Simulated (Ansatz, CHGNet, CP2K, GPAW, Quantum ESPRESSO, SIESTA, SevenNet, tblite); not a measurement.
# GPAW runs on generalised stacking fault on (111) (glide set) of a GaP-AlP solid solution (72 atoms)

How do the settings of GPAW change the result for generalised stacking fault on (111) (glide set) of a GaP-AlP solid solution (72 atoms)? A plane-wave run serves as the yardstick.

Method: the method is named at each step, in GPAW 26.7.0.

## Step 1: Starting point

The cell holds 72 atoms: 18 Al, 36 P and 18 Ga. Cell: a = 6.683 Å, b = 11.576 Å, c = 19.136 Å, α = 90.0°, β = 86.7°, γ = 90.0°. Zinc-blende GaP lattice (a = 5.4569 Å, the value set for the mixture), cell with z along [111], 1 x 3 x 2 periods; the third cell vector is tilted by 0.167 of 1/2[11-2] and lengthened by 0.2 Å, so the cell holds one fault (glide set); displaced by a Gaussian of 0.01 Å; 18 of 36 Ga sites given to Al at random (lattice constant by Vegard's rule between GaP and AlP). Then every atom was moved at random, 0.02 Å r.m.s. a Cartesian component. The structure's axis is c.

The yardstick, on the same geometry:

| Item | Value |
| --- | --- |
| method | Kohn-Sham DFT, PBE, SSSP efficiency 1.3.0 pseudopotentials, plane waves (Quantum ESPRESSO 7.5); sssp-pbe-1.3.0-efficiency, cutoffs 60/480 Ry, Γ point |
| r.m.s. force component | 0.512 eV/Å |
| longest force | 3.087 eV/Å |
| pressure | 2.959 GPa |
| gap (highest filled to lowest empty level) | 0.4491 eV |
| time | 13 min on 4 MPI ranks of Arm Neoverse V1, shared host |
| CPU time | 50 min |

## Step 2: PBE, LCAO dzp, h 0.2 Å

Method: Kohn-Sham DFT, PBE, PAW, atomic orbitals (dzp).

Input file run.py:

```python
import numpy as np
from ase.io import read
from gpaw import GPAW, FermiDirac

atoms = read("structure.xyz")
atoms.calc = GPAW(
    mode="lcao",
    basis="dzp",
    h=0.2,
    xc="PBE",
    kpts={"size": (1, 1, 1), "gamma": True},
    occupations=FermiDirac(0.05),
    maxiter=200,
    symmetry={"point_group": False},
    txt="gpaw.txt",
)
energy = atoms.get_potential_energy(force_consistent=True)
forces = atoms.get_forces()
print(f"energy {energy:.6f} eV")
print("forces (eV/A)")
for i, (a, f) in enumerate(zip(atoms, forces)):
    print(f"{i:4d} {a.symbol:2s} {f[0]:10.5f} {f[1]:10.5f} {f[2]:10.5f}")
print(f"Fermi level {atoms.calc.get_fermi_level():.4f} eV")
for k in range(len(atoms.calc.get_ibz_k_points())):
    for s in range(atoms.calc.get_number_of_spins()):
        e = atoms.calc.get_eigenvalues(kpt=k, spin=s)
        n = np.searchsorted(e, atoms.calc.get_fermi_level())
        print(f"k {k} spin {s} levels about the Fermi level:", np.round(e[max(n - 6, 0):n], 4).tolist(), "|", np.round(e[n:n + 6], 4).tolist())
```

Input file structure.xyz:

```xyz
72
Lattice="6.68331 0.00000 0.00000 0.00000 11.57583 0.00000 1.11391 0.00000 19.10326" Properties=species:S:1:pos:R:3 pbc="T T T"
Al 3.35804 1.92946 0.38417
P 3.35373 1.89971 2.75507
Ga 5.57636 1.91985 3.54748
P 5.60989 1.95597 5.92316
Ga 0.02318 0.00116 0.38493
P 6.66192 0.00000 2.79882
Al 2.23249 11.56541 3.55072
P 2.26547 0.01968 5.91819
Ga 4.46668 0.00706 6.68022
P 4.47940 0.01771 9.08417
Al 3.30091 5.76662 0.38207
P 3.35521 5.83862 2.74266
Ga 5.53184 5.78896 3.56562
P 5.55359 5.76418 5.89183
Al 6.69214 3.83114 0.42428
P 6.67243 3.81817 2.74877
Ga 2.22107 3.87570 3.52799
P 2.20426 3.89828 5.94818
Al 4.43523 3.88276 6.65443
P 4.47912 3.87038 9.02553
Ga 1.12703 1.94208 6.68824
P 1.11199 1.94995 9.02763
Ga 3.35097 1.94659 9.83340
P 3.34501 1.94127 12.17260
Al 5.58703 1.93027 12.99270
P 5.52679 1.90654 15.36494
Ga 6.67959 0.00914 9.81965
P 6.69452 11.53566 12.18922
Al 2.19211 11.57490 12.99843
P 2.22646 0.00891 15.35959
Ga 4.45591 0.02500 16.11188
P 4.49221 11.54886 18.50877
Ga 3.34543 9.63908 0.38226
P 3.33823 9.63561 2.76883
Al 5.56305 9.69707 3.55760
P 5.56381 9.67855 5.90998
Ga 6.66793 7.75627 0.39295
P 6.69499 7.71541 2.76539
Al 2.22042 7.69075 3.56047
P 2.26342 7.72513 5.92660
Al 4.47719 7.72837 6.68748
P 4.44916 7.70707 9.09392
Ga 1.10567 5.79833 6.68194
P 1.11004 5.77194 9.10079
Al 3.32086 5.78699 9.84315
P 3.36230 5.79972 12.22609
Al 5.56506 5.76523 13.02861
P 5.53685 5.80076 15.32540
Al 6.68015 3.87570 9.86702
P 6.68480 3.81759 12.23793
Al 2.23205 3.86702 13.01639
P 2.20910 3.86031 15.39990
Ga 4.48669 3.79178 16.16308
P 4.49385 3.83403 18.51966
Al 1.09853 1.91869 16.15410
P 1.15354 1.93166 18.50495
[... 12 atom lines left out ...]
Ga 1.09046 5.78386 16.15085
P 7.76247 5.82125 18.55882
Al 1.11865 9.64961 16.16441
P 1.13361 9.60099 18.56780
```

On the command line:

```console
OMP_NUM_THREADS=1 python run.py > output.txt
```

The program printed:

```text
energy -328.498658 eV
forces (eV/A)
   0 Al   -0.09109   -0.76668    1.47004
   1 P    -0.08367    0.24255   -0.28708
   2 Ga   -0.36643   -0.03872    0.45182
   3 P    -0.46149    0.07530   -0.30164
   4 Ga   -0.05672   -0.25896    1.71570
   5 P     0.81605   -0.09131   -0.59656
   6 Al   -0.27401   -0.01836    0.07222
   7 P    -0.38284   -0.53489   -0.37235
   8 Ga   -0.02858    0.42134    0.68410
   9 P    -0.39861   -0.52375   -0.46399
  10 Al   -0.08785    0.78502    0.91266
  11 P    -0.28140   -0.54076   -0.37492
  12 Ga    0.43830   -0.10007   -0.41297
  13 P     0.12908    0.62459    0.31219
  14 Al   -0.08973    0.81266    0.90302
  15 P     0.18900    0.68286   -0.09274
  16 Ga    0.02534   -0.05048    0.36219
  17 P     0.70820   -0.41414   -0.85440
  18 Al   -0.14695   -0.43655    0.44624
  19 P     0.11666    0.32965   -0.04907
  20 Ga   -0.03587   -0.04148    0.16556
  21 P     0.19239    0.17046    0.33951
  22 Ga   -0.30105    0.08706   -0.14499
  23 P     0.10686   -0.11576    0.69217
[...]
64 Ga   -0.54567    0.99583    0.75186
  65 P    -0.06852    0.64076   -0.26640
  66 Ga   -0.44970    0.14526    0.16391
  67 P     0.19239   -1.20569   -0.95400
  68 Ga   -0.35344    0.13838    0.51043
  69 P    -0.02621   -1.25553   -1.41712
  70 Al   -0.21917   -0.30389    0.19886
  71 P     0.08477    2.32811   -2.97663
Fermi level 5.9230 eV
k 0 spin 0 levels about the Fermi level: [4.4178, 4.4572, 4.4606, 4.9139, 4.9819, 5.6999] | [6.147, 6.3523, 6.5384, 6.6004, 6.6529, 6.7334]
```

gpaw.txt:

```text
Input parameters:
  mode=LCAO(),
  basis={'default': 'dzp'},
  h=0.2,
  kpts=MonkhorstPack(size=(1, 1, 1), gamma=True),
  maxiter=200,
  occupations=Occupations(name='fermi-dirac', width=0.05, fixmagmom=False),
  symmetry=Symmetry(point_group=False),
  xc=XC(name='PBE')
Unit cell  # Å
| periodic |        x |         y |         z |   lengths |    angles |
|----------|----------|-----------|-----------|-----------|-----------|
|      yes | 6.683310 |  0.000000 |  0.000000 |  6.683310 | 90.000000 |
|      yes | 0.000000 | 11.575830 |  0.000000 | 11.575830 | 86.662865 |
|      yes | 1.113910 |  0.000000 | 19.103260 | 19.135708 | 90.000000 |
Number of symmetries: 1
Symmetry operations  # r_c * U_cc + t_c -> r_c
|   | kind |            matrix            |
|---|------|------------------------------|
| 0 |  E   |  1, 0, 0,  0, 1, 0,  0, 0, 1 |
BZ-sampling:
  Number of BZ points: 1
  Number of IBZ points: 1
  Monkhorst-Pack size: [1, 1, 1]
  Monkhorst-Pack shift: [0, 0, 0]
[... lines left out ...]
  Fermi-Dirac:
    width: 0.0500  # eV
FastPoissonSolver using
    Stencil: 8*3+1=25 point O(h^6) finite-difference Laplacian
xc functional:
  name: PBE with 2 nearest neighbor stencil
interpolation: tri-quintic # 5. degree polynomial
Initialization done in: 9.779 s
convergence criteria:
- Maximum [total energy] change in last 3 cyles: 0.0005 eV / valence electron
- Maximum integral of absolute [dens]ity change: 0.0001 electrons / valence electron
- Maximum integral of absolute [eigenst]ate change: 4e-08 eV^2 / valence electron
maximum number of iterations: 200
SCF iterations
|iter     |      energy | eigst |  dens |
|---------|-------------|-------|-------|
|iter:   1| -333.546729 |      c|       |
|iter:   2| -332.385802 |      c| -0.87 |
|iter:   3| -330.044176 |      c| -0.90 |
|iter:   4| -353.922703 |      c| -1.46 |
[...]
|iter:   8| -328.606782 |      c| -2.18 |
|iter:   9| -328.513807 |      c| -2.36 |
|iter:  10| -328.494703c|      c| -2.64 |
|iter:  11| -328.492666c|      c| -2.92 |
|iter:  12| -328.492352c|      c| -3.19 |
|iter:  13| -328.492273c|      c| -3.52 |
|iter:  14| -328.492368c|      c| -4.02c|
Converged in 14 steps
SCF loop duration: 211.021 s (15.073 s/step)
Energy contributions relative to reference atoms: (reference = -1405690.598002)
Energy contributions:
  Kinetic:         869.574323
  Coulomb:        -757.276524
  Zero:              1.113737
  External:          0.000000
  Xc:             -441.897614
  Entropy:          -0.012579
  Spinorbit:         0.000000
  ----------------------------
  Free energy:    -328.498658
  Extrapolated:   -328.492368
dipole moment: (2.842307, -140.065308, -31.561992)  # |e|*Ang
Fermi level: 5.923
Eigenvalues  # (at kpt = [0.000, 0.000, 0.000])
| band index |      eig [eV] | occ [0-2] |
|------------|---------------|-----------|
|          0 |        -7.556 |     2.000 |
|        ... |               |           |
|        136 |         4.155 |     2.000 |
|        137 |         4.181 |     2.000 |
[...]
|        151 |         6.928 |     0.000 |
|        ... |               |           |
|        176 |         8.487 |     0.000 |
Gap: 0.447 eV
Transition (v -> c):
  (s=0, k=0, n=143, [0.00, 0.00, 0.00]) -> (s=0, k=0, n=144, [0.00, 0.00, 0.00])
No difference between direct/indirect transitions
Force computation time: 35.920  # s
timing:  # [seconds]
  Total:  256.746  # ━━━━━━━━━━━━━━━━━━━━━━━━━━━━━━━━━━━━━━━━━━━━━━━━━━━━━━━━
  Init:     9.779  # ━━
  SCF:    211.021  # ━━━━━━━━━━━━━━━━━━━━━━━━━━━━━━━━━━━━━━━━━━━━━━
  Forces:  35.920  # ━━━━━━━━
```

It took 4.3 min on 1 thread of Arm Neoverse V1, shared host; peak memory 1.5 GiB.

Banners, paths, timers and routine set-up lines are dropped from the logs unmarked, and long logs keep their key lines alone; longer cuts are marked.

Compared with the plane-wave run:

| Item | Value |
| --- | --- |
| r.m.s. force component | 0.602 eV/Å |
| r.m.s. difference of force components | 125.9 meV/Å |
| longest difference of force vectors | 702 meV/Å |
| force difference over r.m.s. force | 24.59 % |
| slope of forces against the reference's | 1.161 |
| correlation of force components | 0.9874 |
| gap (highest filled to lowest empty level) | 0.4471 eV |
| gap difference | -0.002 eV |

Length of the force difference by element (eV/Å):

| element | atoms | mean | most |
| --- | --- | --- | --- |
| Al | 18 | 0.029 | 0.076 |
| Ga | 18 | 0.15 | 0.55 |
| P | 36 | 0.24 | 0.70 |

Levels nearest the highest filled one (eV from it): -1.28, -1.24, -1.24, -0.79, -0.72, 0.00, 0.45, 0.65, 0.84, 0.90, 0.95, 1.03.

The surroundings of P54, which has 3 bonded neighbours where the commonest count for P is 4, nearest first, numbered as they follow in the input and with coordinates relative to it.

| atom | x | y | z | distance (Å) | bonds | Fx | Fy | Fz (eV/Å) |
| --- | --- | --- | --- | --- | --- | --- | --- | --- |
| P54 | 0.00 | 0.00 | 0.00 | 0.00 | 3 | 0.16 | 0.42 | -1.31 |
| Al1 | -0.02 | -1.90 | 0.97 | 2.14 | 3 | -0.09 | -0.77 | 1.47 |
| Al11 | -0.08 | 1.93 | 0.97 | 2.16 | 3 | -0.09 | 0.79 | 0.91 |
| Ga53 | -0.01 | -0.04 | -2.36 | 2.36 | 4 | -0.65 | 0.91 | 0.21 |
| Al15 | 3.31 | 0.00 | 1.01 | 3.46 | 3 | -0.09 | 0.81 | 0.90 |
| Al15 | -3.37 | 0.00 | 1.01 | 3.52 | 3 | -0.09 | 0.81 | 0.90 |
| P70 | 3.27 | 1.99 | 0.04 | 3.83 | 3 | -0.03 | -1.26 | -1.42 |
| P26 | 1.03 | -1.93 | -3.15 | 3.84 | 4 | 1.30 | 0.13 | -0.66 |
| P56 | -3.34 | -1.90 | -0.01 | 3.84 | 3 | 0.07 | 0.00 | -1.67 |

Atoms are counted from 1 here, from 0 in the log.

Forces lie 25 % from the reference's, at 0.085 times its CPU time (on 1 against 4 cores).

## Step 3: PBE, LCAO sz(dzp), h 0.2 Å

Method: Kohn-Sham DFT, PBE, PAW, atomic orbitals (sz(dzp)).

run.py, as its differences from that of step 2:

```diff
@@ -7,3 +7,3 @@
     mode="lcao",
-    basis="dzp",
+    basis="sz(dzp)",
     h=0.2,
```

structure.xyz is that of step 2.

The program printed:

```text
energy -297.192328 eV
forces (eV/A)
   0 Al   -0.10681   -0.83101    1.63048
   1 P     0.06322    0.53357   -0.11328
   2 Ga   -0.43724   -0.02566    0.54055
   3 P    -0.31687   -0.16645   -0.44005
   4 Ga   -0.08329   -0.26949    1.81489
   5 P     0.81822    0.22116   -0.86204
   6 Al   -0.36352   -0.00642    0.12648
   7 P    -0.29524   -0.39966   -0.19632
   8 Ga    0.00583    0.47339    0.79874
   9 P    -0.29626   -0.35463   -0.65427
  10 Al   -0.10743    0.89119    0.99637
  11 P    -0.14222   -0.86553   -0.23552
  12 Ga    0.53079   -0.14603   -0.45752
  13 P     0.49945    0.71369    0.11427
  14 Al   -0.11142    0.87678    0.88458
  15 P     0.15538    0.76076    0.27341
  16 Ga    0.08825   -0.07563    0.47519
  17 P     0.47056   -0.45062   -1.07194
  18 Al   -0.17064   -0.53866    0.60733
  19 P     0.02042    0.11789   -0.02116
  20 Ga   -0.03903   -0.08527    0.17496
  21 P     0.37226   -0.04992    0.26157
  22 Ga   -0.34704    0.12477   -0.15200
  23 P     0.17277   -0.16016    0.42905
[...]
64 Ga   -0.58815    1.17935    0.88740
  65 P     0.09710    0.42653   -0.50648
  66 Ga   -0.51123    0.11374    0.34070
  67 P     0.24288   -0.95527   -1.31473
  68 Ga   -0.36749    0.12658    0.76024
  69 P     0.00726   -1.09087   -1.91746
  70 Al   -0.21005   -0.30907    0.45590
  71 P     0.11932    2.49216   -3.07318
Fermi level 6.2839 eV
k 0 spin 0 levels about the Fermi level: [4.4131, 4.4599, 4.462, 5.2403, 5.3175, 5.8252] | [6.7437, 6.94, 7.0114, 7.2529, 7.3824, 7.4321]
```

gpaw.txt:

```text
Input parameters:
  mode=LCAO(),
  basis={'default': 'sz(dzp)'},
  h=0.2,
  kpts=MonkhorstPack(size=(1, 1, 1), gamma=True),
  maxiter=200,
  occupations=Occupations(name='fermi-dirac', width=0.05, fixmagmom=False),
  symmetry=Symmetry(point_group=False),
  xc=XC(name='PBE')
Unit cell  # Å
| periodic |        x |         y |         z |   lengths |    angles |
[... lines left out ...]
  Fermi-Dirac:
[... lines left out ...]
convergence criteria:
- Maximum [total energy] change in last 3 cyles: 0.0005 eV / valence electron
[... lines left out ...]
Converged in 12 steps
[... lines left out ...]
  Free energy:    -297.192328
  Extrapolated:   -297.192222
dipole moment: (2.354740, -139.788891, -32.778565)  # |e|*Ang
Fermi level: 6.284
Eigenvalues  # (at kpt = [0.000, 0.000, 0.000])
| band index |      eig [eV] | occ [0-2] |
|------------|---------------|-----------|
|          0 |        -7.787 |     2.000 |
|        ... |               |           |
|        136 |         4.104 |     2.000 |
|        137 |         4.131 |     2.000 |
[...]
|        151 |         7.538 |     0.000 |
|        ... |               |           |
|        176 |         9.516 |     0.000 |
Gap: 0.918 eV
Transition (v -> c):
  (s=0, k=0, n=143, [0.00, 0.00, 0.00]) -> (s=0, k=0, n=144, [0.00, 0.00, 0.00])
No difference between direct/indirect transitions
Force computation time: 7.333  # s
timing:  # [seconds]
  Total:  61.698  # ━━━━━━━━━━━━━━━━━━━━━━━━━━━━━━━━━━━━━━━━━━━━━━━━━━━━━━━━━
  Init:    7.776  # ━━━━━━━
  SCF:    46.561  # ━━━━━━━━━━━━━━━━━━━━━━━━━━━━━━━━━━━━━━━━━━━
  Forces:  7.333  # ━━━━━━━
```

Run time: 63 s. Hardware: 1 thread; peak memory 1.1 GiB.

Compared with the plane-wave run:

```
r.m.s. force component                           : 0.6699 eV/Å
r.m.s. difference of force components            : 175.2 meV/Å
longest difference of force vectors              : 873.6 meV/Å
force difference over r.m.s. force               : 34.22 %
slope of forces against the reference's          : 1.297
correlation of force components                  : 0.9916
gap (highest filled to lowest empty level) : 0.9185 eV
gap difference                                   : 0.4694 eV
```

This is a coarse setting, run to see what it loses.

Against the first run (25 %), the force difference from the reference is 34 %, at 0.24 times the CPU time, with 288 basis functions against 936: the smaller basis costs accuracy.

## Step 4: PBE, LCAO dzp, h 0.2 Å, other mixer settings

Method: Kohn-Sham DFT, PBE, PAW, atomic orbitals (dzp).

run.py, as its differences from that of step 3:

```diff
@@ -2,3 +2,3 @@
 from ase.io import read
-from gpaw import GPAW, FermiDirac
+from gpaw import GPAW, FermiDirac, Mixer
 
@@ -7,3 +7,3 @@
     mode="lcao",
-    basis="sz(dzp)",
+    basis="dzp",
     h=0.2,
@@ -12,2 +12,3 @@
     occupations=FermiDirac(0.05),
+    mixer=Mixer(0.03, 7, 100),
     maxiter=200,
```

structure.xyz is that of step 3.

The program printed:

```text
energy -328.498654 eV
forces (eV/A)
   0 Al   -0.09136   -0.76633    1.47206
   1 P    -0.08300    0.24480   -0.27887
   2 Ga   -0.36686   -0.03844    0.45211
   3 P    -0.46166    0.07550   -0.29794
   4 Ga   -0.05682   -0.25899    1.71702
   5 P     0.81682   -0.09086   -0.58959
   6 Al   -0.27387   -0.01871    0.07280
   7 P    -0.38177   -0.53396   -0.36759
   8 Ga   -0.02904    0.42140    0.68286
   9 P    -0.39896   -0.52304   -0.46692
  10 Al   -0.08869    0.78515    0.91391
  11 P    -0.28075   -0.54174   -0.36728
[...]
67 P     0.19199   -1.20524   -0.95401
  68 Ga   -0.35309    0.13843    0.51105
  69 P    -0.02512   -1.25393   -1.41578
  70 Al   -0.21921   -0.30422    0.20001
  71 P     0.08525    2.32677   -2.97573
Fermi level 5.9226 eV
k 0 spin 0 levels about the Fermi level: [4.4174, 4.4568, 4.4604, 4.9131, 4.9811, 5.6992] | [6.1469, 6.3522, 6.5385, 6.6009, 6.6526, 6.7334]
```

gpaw.txt:

```text
Input parameters:
  mode=LCAO(),
  basis={'default': 'dzp'},
  h=0.2,
  kpts=MonkhorstPack(size=(1, 1, 1), gamma=True),
  maxiter=200,
  mixer=Pulay(name='pulay', nmaxold=7, beta=0.03, weight=100, sigma=0.015, g_ss=None),
  occupations=Occupations(name='fermi-dirac', width=0.05, fixmagmom=False),
[... lines left out ...]
  Fermi-Dirac:
[... lines left out ...]
convergence criteria:
- Maximum [total energy] change in last 3 cyles: 0.0005 eV / valence electron
[... lines left out ...]
Converged in 20 steps
[... lines left out ...]
  Free energy:    -328.498654
[... lines left out ...]
Fermi level: 5.923
[... lines left out ...]
|          0 |        -7.555 |     2.000 |
|        ... |               |           |
|        136 |         4.154 |     2.000 |
|        137 |         4.180 |     2.000 |
[...]
|        151 |         6.928 |     0.000 |
|        ... |               |           |
|        176 |         8.487 |     0.000 |
Gap: 0.448 eV
Transition (v -> c):
  (s=0, k=0, n=143, [0.00, 0.00, 0.00]) -> (s=0, k=0, n=144, [0.00, 0.00, 0.00])
No difference between direct/indirect transitions
Force computation time: 35.520  # s
timing:  # [seconds]
  Total:  346.630  # ━━━━━━━━━━━━━━━━━━━━━━━━━━━━━━━━━━━━━━━━━━━━━━━━━━━━━━━━
  Init:     9.601  # ━╸
  SCF:    301.482  # ━━━━━━━━━━━━━━━━━━━━━━━━━━━━━━━━━━━━━━━━━━━━━━━━╸
  Forces:  35.520  # ━━━━━╸
```

Run time: 5.8 min. Hardware: 1 thread; peak memory 1.5 GiB.

Compared with the plane-wave run:

```
r.m.s. force component                           : 0.6019 eV/Å
r.m.s. difference of force components            : 125.7 meV/Å
longest difference of force vectors              : 700.5 meV/Å
force difference over r.m.s. force               : 24.55 %
slope of forces against the reference's          : 1.161
correlation of force components                  : 0.9875
gap (highest filled to lowest empty level) : 0.4477 eV
gap difference                                   : -0.0014 eV
energy less the same-level run's                 : 0.0001 meV/atom
r.m.s. force difference from the same-level run  : 1.952 meV/Å
```

Against the first run (25 %), the force difference from the reference is 25 %, at 1.3 times the CPU time (20 SCF steps against 14): another solver or mixer reaches the same state.

[end of part 1 of 2]

[Also dropped from logs without a mark: logging warnings of Python, and SIESTA's first energy breakdown and zero terms.]

[Logs are printed without paths, hosts, clocks, repeated set-up lines and the standing remarks that a program may print on its own settings, such as how far it seeks lower states.]

[Hosts, paths, dates, database ids (printed as entryN), source tags and the programs' standing remarks are cut or masked in the printed files.]
